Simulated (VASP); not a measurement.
A run of VASP 6.6.1 is set up as follows.

INCAR

```
PREC = Accurate ; ENCUT = 520
EDIFF = 1E-7 ; ISMEAR = -1
SIGMA = 0.05 ; LREAL = F
LASPH = T ; NELM = 80
ALGO = Normal ; ISIF = 2
LWAVE = F ; LCHARG = T
GGA = PE ; LELF = T
LVHAR = T ; NBANDS = 11
```

File KPOINTS:

```
Automatic mesh
0
Gamma
  9 9 9
```

File POSCAR:

```
Ca
1.0
   -2.2038050000      2.1629010000      2.1603480000
    2.2123740000     -2.2110480000      2.2172980000
    2.2268780000      2.2341210000     -2.2086940000
Ca
1
Direct
    0.5065310000      0.4948170000     -0.0060770000
```

Potentials or basis: VASP PAW PBE potentials, release 64 (Ca_sv).

Launch:

```console
$ cat potpaw_PBE.64/Ca_sv/POTCAR > POTCAR
$ mpirun -np 1 vasp_std > vasp.out
```

Predict the pressure.

-0.2 GPa.

Estimate the band gap on the k mesh.

none (metal or under the smearing width).

Stress tensor (GPa, compression positive):
```
-0.16 -0.12 -0.05
-0.12 -0.21  0.21
-0.05  0.21 -0.20
```
